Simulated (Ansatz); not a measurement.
# Nb under changes of volume

One of the cells (18.922 Å³/atom); the others are scaled copies at fixed shape and fractional positions:

```xyz
1
Lattice="0.0000 2.1150 2.1150 2.1150 0.0000 2.1150 2.1150 2.1150 0.0000" Properties=species:S:1:pos:R:3 pbc="T T T"
Nb    0.0000    0.0000    0.0000
```

This isn't the form of Nb at room conditions, which is bcc.

| Property | Result |
| --- | --- |
| Program | Ansatz 0.2.0 |
| Functional | PBE0 |
| Potentials or basis | Ansatz PAW |
| Cutoff | 420 eV (not typed: the program's choice for these potentials) |
| k mesh | 6 × 6 × 6 |
| Occupations | fermi-dirac, width 0.05 eV |
| Spin | no spin polarisation |

```csv
volume (Å³/atom),energy over the lowest point (meV/atom),pressure (GPa)
17.786,58.75,7.4
18.165,47.41,3.1
18.543,0.00,1.6
18.922,0.90,-2.3
19.300,10.66,-5.9
19.679,28.48,-9.1
20.057,?,?
```

Q: What does the run at 20.057 Å³/atom give?

A: Energy over the lowest point 53.65 meV/atom; pressure -12.0 GPa.

The energies don't lie on one smooth curve, so no fit is given. The run at 18.165 Å³/atom lies farthest off, from a change of basis, grid or state.

Energies are extrapolated to zero smearing.

Caveats: all runs use coarse meshes; the PAW data sets come from PBE, with cores solved anew for the run's functional, which leaves a small shift of forces and pressure; the thresholds are loose for stress.
